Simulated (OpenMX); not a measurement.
Here is an OpenMX 3.8.5 calculation.

MnO.dat

```
System.CurrrentDirectory             ./
System.Name                          MnO
DATA.PATH                            ./DFT_DATA13
level.of.stdout                      1
level.of.fileout                     0
Species.Number                       2
<Definition.of.Atomic.Species
  Mn  Mn6.0-s3p2d2           Mn_PBE13
  O   O6.0-s2p2d1            O_PBE13
Definition.of.Atomic.Species>

Atoms.Number                         2
Atoms.SpeciesAndCoordinates.Unit     FRAC
<Atoms.SpeciesAndCoordinates
    1  Mn    0.0000000000    0.0000000000    0.0000000000   9.500  5.500
    2  O     0.5000000000    0.5000000000    0.5000000000   3.000  3.000
Atoms.SpeciesAndCoordinates>

Atoms.UnitVectors.Unit               Ang
<Atoms.UnitVectors
     0.0000000000    2.2239077028    2.2239077028
     2.2239077028    0.0000000000    2.2239077028
     2.2239077028    2.2239077028    0.0000000000
Atoms.UnitVectors>

scf.XcType                           GGA-PBE
scf.SpinPolarization                 on
scf.ElectronicTemperature            580.226
scf.energycutoff                     400.0
scf.maxIter                          160
scf.EigenvalueSolver                 band
scf.Kgrid                            11 11 11
scf.Mixing.Type                      rmm-diisk
scf.Init.Mixing.Weight               0.01
scf.Min.Mixing.Weight                0.001
scf.Max.Mixing.Weight                0.2
scf.Mixing.History                   40
scf.Mixing.StartPulay                15
scf.criterion                        1.0e-8
scf.stress.tensor                    on
MD.Type                              nomd
```

Potentials or basis: OpenMX 2013 PBE set, Mn6.0-s3p2d2, O6.0-s2p2d1, grid cutoff 400 Ry.

Run with:

```sh
$ openmx MnO.dat -nt 1 > MnO.std
```

Problem. What does it give for the band gap on the k mesh?

Solution. None (metal or under the smearing width).

Problem. What does it give for the Mulliken charges?

Solution. Mn +0.53; O -0.53 e.

Problem. Predict the net moment.

Solution. 4.79 μB per cell.

Caveat: the basis of atomic orbitals isn't converged, which shifts pressures, moduli and gaps; a cell with one magnetic atom can't hold antiferromagnetic order, which such compounds often take; semilocal functionals often make such compounds metallic where correlation or magnetic order opens a gap, which also shifts bond lengths. With open d or f shells a metallic result of PBE can be an artefact of self-interaction; +U or a hybrid may open a gap.
